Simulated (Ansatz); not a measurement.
# Formation energy of AgBr

```xyz
2
Lattice="0.0000 2.9216 2.9216 2.9216 0.0000 2.9216 2.9216 2.9216 0.0000" Properties=species:S:1:pos:R:3 pbc="T T T"
Ag    0.0000    0.0000    0.0000
Br    2.9216    2.9216    2.9216
```

The cell comes from a relaxation on PAW files under the same functional, begun from a database entry that needn't be the ground state.

All numbers are PBE results (scalar-relativistic) from Ansatz 0.2.0, with a Γ-centred 9×9×9 k mesh, Fermi–Dirac smearing of 0.02 eV, no spin polarisation. Methods: LAPW: all electrons, basis error target 0.5 meV/atom; PAW: frozen-core files, cutoff 420 eV; norm-conserving: pseudopotentials, cutoff 960 eV.

The elements are taken as Ag fcc, Br solid Br2, each relaxed on PAW files under the same functional and computed by the same method as the compound; zero-point and thermal terms are left out. PBE lacks dispersion, which leaves layered or molecular solids underbound, be they references or the compound itself.

The norm-conserving files are those that the library serves for this functional.

Problem. Give the formation energy by each method, with the residual pressure at this cell and the LAPW gap.

Solution. 

```csv
method,ΔE(formation) (eV/atom),P at this cell (GPa),gap (eV)
LAPW,-0.317,-0.05,0.69
PAW,-0.317,-0.05,–
norm-conserving,-0.322,-0.05,–
```

Problem. Give the LAPW value for one formula unit in kJ/mol.

Solution. -0.317 eV/atom × 2 atoms × 96.485 kJ/(mol·eV) = -61.2 kJ/mol, at zero temperature and without zero-point motion.
